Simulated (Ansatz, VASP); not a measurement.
# Two plane-wave programs on Hf

```
CELL_PARAMETERS angstrom
-1.80500 1.80500 1.80500
1.80500 -1.80500 1.80500
1.80500 1.80500 -1.80500
ATOMIC_POSITIONS crystal
Hf 0.00000 0.00000 0.00000
```

This isn't the form of Hf at room conditions, which is hcp.

Alike in both runs: task single point; functional PBEsol; k mesh 10 × 10 × 10; occupations gaussian, width 0.1 eV; no spin polarisation.

|  | VASP | Ansatz |
| --- | --- | --- |
| version | VASP 6.6.1 | Ansatz 0.2.0 |
| potentials or method | VASP PAW PBE potentials, release 54 (Hf_pv) | Ansatz PAW |
| plane-wave cutoff (eV) | 520 | 420 |
| valence electrons in the cell | 10 | 26 |

|  | VASP | Ansatz | Ansatz less VASP |
| --- | --- | --- | --- |
| gap on the k mesh at the Fermi level (eV) | none | none | - |
| pressure (GPa) | -9.4 | -9.1 | +0.31 |

A gap of «none» marks a metal or a gap that the smearing closes. The two sets of potentials don't hold the same shells in valence.

Caveats: the PAW data sets were made with another functional, which shifts forces and pressure a little (VASP); the PAW data sets come from PBE, with cores solved anew for the run's functional, which leaves a small shift of forces and pressure (Ansatz). Spin-orbit coupling is left out, which matters for the levels of Hf.
